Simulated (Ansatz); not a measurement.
SiO2 (started from an entry of an open crystallographic database), relaxed with r2SCAN in Ansatz. The symmetry is I-42d (No. 122, tetragonal); conventional cell a = 4.944 Å, c = 7.316 Å, 14.90 Å³ an atom. Si has 4 O at 1.61 Å; O has 2 Si at 1.61 Å.

The axes x, y and z are those of this cell:
```
Si O
1.0
    -2.47196    2.47196    3.65784
     2.47196   -2.47196    3.65784
     2.47196    2.47196   -3.65784
Si O
2 4
Direct
  0.00000 0.00000 0.00000
  0.75000 0.25000 0.50000
  0.97336 0.62500 0.84836
  0.37500 0.22336 0.34836
  0.77664 0.12500 0.15164
  0.87500 0.02664 0.65164
```

Unstrained: PBE gives a direct gap of 5.936 eV at Γ. With r2SCAN the gap is 6.559 eV and direct, at Γ. HSE06 gives a direct gap of 7.720 eV at Γ. Meshes: PBE 8×8×8, r2SCAN 8×8×8, HSE06 4×4×4. Strains are changes of length per length. After each strain the atoms were relaxed again with r2SCAN within the symmetry that the strain leaves, so tilts or polar shifts that break it weren't tested; points keep the names that they have in the unstrained zone. (Simulation; spin polarisation is off.)

Question: Estimate what uniaxial -3.98 % along z, other directions held does to the gap.

Answer: PBE: the gap goes from 5.936 to 6.103 eV (+0.167 eV); with r2SCAN the top three valence levels at Γ, grouped 2+1 from the top over 719 meV, become 2+1 over 779 meV. r2SCAN: the gap goes from 6.559 to 6.736 eV (+0.177 eV). HSE06: the gap goes from 7.720 to 7.904 eV (+0.184 eV). The r2SCAN energy rises by 6.4 meV an atom.

Question: Estimate what isotropic -5.29 % on every length does to the gap.

Answer: PBE: the gap goes from 5.936 to 6.545 eV (+0.609 eV); it turns from direct (Γ) to indirect (Γ–N (0.75) → Γ). r2SCAN: the gap goes from 6.559 to 7.235 eV (+0.676 eV); it turns from direct (Γ) to indirect (Γ–N (0.75) → Γ). HSE06: the gap goes from 7.720 to 8.413 eV (+0.693 eV); it turns from direct (Γ) to indirect (Γ–N (0.75) → Γ). The r2SCAN energy rises by 36.4 meV an atom.

Question: Estimate what biaxial +3.89 % in x and y, z held does to the gap.

Answer: PBE: the gap goes from 5.936 to 5.665 eV (-0.271 eV); with r2SCAN the top three valence levels at Γ, grouped 2+1 from the top over 719 meV, become 2+1 over 357 meV. r2SCAN: the gap goes from 6.559 to 6.270 eV (-0.289 eV). HSE06: the gap goes from 7.720 to 7.407 eV (-0.313 eV). The r2SCAN energy rises by 6.4 meV an atom.

Where an edge lies off the special points, it is a point of the mesh or the k point where a search put PBE's edge or least direct gap, reused for the other functionals, whose own edges may lie a little apart.

The meshes of the hybrids are coarse, so their gaps aren't converged to the digits shown.

The splittings at Γ are without spin-orbit coupling, which regroups them where it is of like size or larger.
